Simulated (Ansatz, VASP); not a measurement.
# One calculation of PtSe2 (Sudovikovite), two programs

```
Pt Se
1.0
     3.72400    0.00000    0.00000
    -1.86200    3.22508    0.00000
     0.00000    0.00000    5.06200
Pt Se
1 2
Direct
  0.00000 0.00000 0.00000
  0.33333 0.66667 0.25000
  0.66667 0.33333 0.75000
```

Alike in both runs: task relaxation of cell and atoms; functional LDA; k mesh 15 × 15 × 8; occupations gaussian, width 0.1 eV; no spin polarisation.

|  | VASP | Ansatz |
| --- | --- | --- |
| version | VASP 6.6.1 | Ansatz 0.2.0 |
| potentials or method | VASP PAW LDA potentials, release 64 (Pt, Se) | scalar-relativistic, plane waves, PAW |
| plane-wave cutoff (eV) | 600 | 420 |
| valence electrons in the cell | 22 | 50 |

```tsv
	VASP	Ansatz	Ansatz less VASP
gap on the k mesh at the Fermi level, each at its own relaxed structure (eV)	none	none	-
relaxed volume (Å³/atom)	19.27	19.24	-0.024
relaxed cell length with the largest relative difference (Å)	3.746	3.741	-0.0044
energy change over the relaxation (meV/atom)	-11	-10	+0.7
```

A gap of «none» marks a metal or a gap that the smearing closes. The two sets of potentials don't hold the same shells in valence.

Spin-orbit coupling is left out, which matters for the levels of Pt. LDA usually gives volumes a few per cent too small. Zero-point motion and thermal expansion aren't in these numbers.
